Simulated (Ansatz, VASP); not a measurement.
## ZnSe (Stilleite) in VASP and in Ansatz

```
Zn Se
1.0
     0.00000    2.90294    2.90294
     2.90294    0.00000    2.90294
     2.90294    2.90294    0.00000
Zn Se
1 1
Cartesian
  0.0000 0.0000 0.0000
  1.4515 1.4515 1.4515
```

Alike in both runs: task single point; functional PBE; k mesh 6 × 6 × 6; no spin polarisation.

|  | VASP | Ansatz |
| --- | --- | --- |
| version | VASP 6.6.1 | Ansatz 0.2.0 |
| potentials or method | VASP PAW PBE potentials, release 64 (Zn, Se) | plane waves, PAW |
| plane-wave cutoff (eV) | 520 | 500 |
| occupations | gaussian, width 0.01 eV | fixed |
| valence electrons in the cell | 18 | 28 |

Ansatz gave:

- pressure (GPa): -2.0

Task: Which values does VASP return?

Result: Pressure (GPa): -1.8.

The two sets of potentials don't hold the same shells in valence.
